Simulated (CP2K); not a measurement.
## InAs: equation of state with PBE

The system is InAs.

```
In As
1.0
     4.06912    0.00000    0.00000
     2.03456    3.52396    0.00000
     2.03456    1.17465    3.32242
In As
1 1
Direct
  0.50000 0.50000 0.50000
  0.00000 0.00000 0.00000
```

Measurements of this composition are mostly on another form, of space group No. 216.

```yaml
Program: CP2K 2026.2
Task: equation of state
Functional: PBE
Potentials_or_basis: POTENTIAL_UZH In GTH-PBE-q13, As GTH-PBE-q5; TZVP-MOLOPT-PBE-GTH basis
Density_cutoff: 6123 eV
k_mesh: 8 × 8 × 8
Occupations: fermi-dirac, width 0.05 eV
Spin: no spin polarisation
SCF_solver: diagonalisation with k points
Quickstep_method: GPW
EPS_DEFAULT: 1.0E-10
EPS_SCF: 1.0E-6
MAX_SCF: 100
SCF_GUESS: ATOMIC
k_points_reduced_by_the_point_group: yes
Mesh_centred_on_Gamma: yes
CHOLESKY: OFF
EPS_EIGVAL: 1.0E-7
MIXING_METHOD: BROYDEN_MIXING
MIXING_ALPHA: 0.4
NBUFFER: 8
NGRIDS: 5
Basis_sets: In TZVP-MOLOPT-PBE-GTH-q13, As TZVP-MOLOPT-PBE-GTH-q5
Potentials: In GTH-PBE-q13 of POTENTIAL_UZH, As GTH-PBE-q5 of POTENTIAL_UZH
ADDED_MOS: "[10]"
REL_CUTOFF_Ry: 60 Ry
MIXING_BETA_1/bohr: 1.5 1/bohr
CUTOFF_of_the_grids: 450 Ry
```

| Quantity | Value |
| --- | --- |
| Equilibrium volume | 23.97 Å³/atom |
| Bulk modulus | 61 GPa |
| Pressure derivative of the bulk modulus | 4.9 |

Energy against volume, from the lowest point:
```csv
volume (Å³/atom),energy (meV/atom)
22.392,22.52
22.868,10.44
23.344,3.11
23.821,0.00
24.297,0.64
24.774,4.61
25.250,11.55
```

All runs of the series together: 6.7 min on 1 thread of Arm Neoverse V2, with other jobs on the host.

Caveat: the basis of atomic orbitals isn't converged, which shifts pressures, moduli and gaps.
